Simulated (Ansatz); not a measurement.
# NiSb (Breithauptite) in Ansatz: convergence with n extra bands

Input of the first run (n extra bands 1); the others differ in this setting and in those tied to it:

The input input.yaml:

```yaml
crystal:
  lattice:
    - [3.928, 0.0, 0.0]
    - [-1.964, 3.4017477861, 0.0]
    - [0.0, 0.0, 5.12]
  atoms:
    - { symbol: Sb, position: [0.6666666667, 0.3333333333, 0.75] }
    - { symbol: Sb, position: [0.3333333333, 0.6666666667, 0.25] }
    - { symbol: Ni, position: [0.0, 0.0, 0.5], spin: 1.0 }
    - { symbol: Ni, position: [0.0, 0.0, 0.0], spin: 1.0 }
kpoints:
  mp_grid: { grid: [8, 8, 5] }
scf:
  occupations: { method: fermi_dirac, width: 0.05 }
  n_extra_bands: 1
hamiltonian:
  xc: pbe
  pseudopotentials: { kind: all_electron, lapw: { basis_error: 0.001 } }
magnetization:
  spin_polarized: true
output:
  forces: true
  stress: true
  eigenvalues: true
```

Potentials or basis: all-electron LAPW, scalar-relativistic.

Launch:

```bash
$ ansatz run input.yaml --threads 4 --pin off --max-ram 12288MiB --backend cpu --events-out ev --progress --plain --runs-dir out
```

Hardware: 4 threads of AMD EPYC 7R43 64-Core Processor (Zen 3), on a shared host.

| n extra bands | energy less the tightest run, at zero smearing (meV/atom) | SCF cycles | CPU time (s) | peak memory (GiB) |
| --- | --- | --- | --- | --- |
| 1 | 0.01 | 15 | 89 | 0.78 |
| 2 | 0.01 | 13 | 63 | 0.79 |
| 4 | 0.01 | 13 | 76 | 0.8 |
| 8 | 0.01 | 13 | 69 | 0.8 |
| 16 | 0.01 | 13 | 76 | 0.87 |
| 32 | 0.00 | 13 | 97 | 0.98 |

Against the tightest run, the energy stays within 1 meV/atom from 1 on. The tightest run that finished is the yardstick and may itself not be fully converged.

Caveat, for the tightest run too: the starting moments weren't kept. Spin-orbit coupling is left out, which matters for the levels of Sb.
